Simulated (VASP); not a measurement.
A run of VASP 6.6.1:

Contents of INCAR:

```
SYSTEM = Mg
PREC     = Accurate       ! precision mode
ENCUT    = 520            ! plane-wave cutoff, eV
EDIFF    = 1E-7           ! SCF threshold, eV
ISMEAR   = 0              ! smearing method
SIGMA    = 0.011          ! smearing width, eV
LREAL    = .FALSE.        ! projectors in reciprocal space
LASPH    = .TRUE.         ! aspherical terms in the spheres
NELM     = 100            ! most SCF steps
ALGO     = Fast           ! electronic algorithm
ISIF     = 2              ! what is computed and relaxed
LWAVE    = .FALSE.        ! write WAVECAR
LCHARG   = .TRUE.         ! write CHGCAR
GGA      = PE             ! functional
LELF     = .TRUE.         ! ELF
LVHAR    = .TRUE.
```

File KPOINTS:

```
regular mesh
0
G
  10 10 5
  0 0 0
```

POSCAR

```
Mg
1.0
    3.2093000000      0.0000000000      0.0000000000
   -1.6046500000      2.7793353284      0.0000000000
    0.0000000000      0.0000000000      5.2103000000
Mg
2
Direct
    0.6666666667      0.3333333333      0.7500000000
    0.3333333333      0.6666666667      0.2500000000
```

Potentials or basis: VASP PAW PBE potentials, release 64 (Mg).

The run is started by

```sh
$ cat potpaw_PBE.64/Mg/POTCAR > POTCAR
$ mpirun -np 1 vasp_std > vasp.out
```

Hardware: 1 thread of Intel(R) Xeon(R) Platinum 8259CL CPU @ 2.50GHz (Skylake/Cascade Lake), on a shared host.

Question: Estimate the wall time of this run.

Answer: It took 8.2 s on 1 thread of Intel(R) Xeon(R) Platinum 8259CL CPU @ 2.50GHz (Skylake/Cascade Lake), with other jobs on the host, peak memory 0.15 GiB. Counts: scf iterations 11, k points 42.
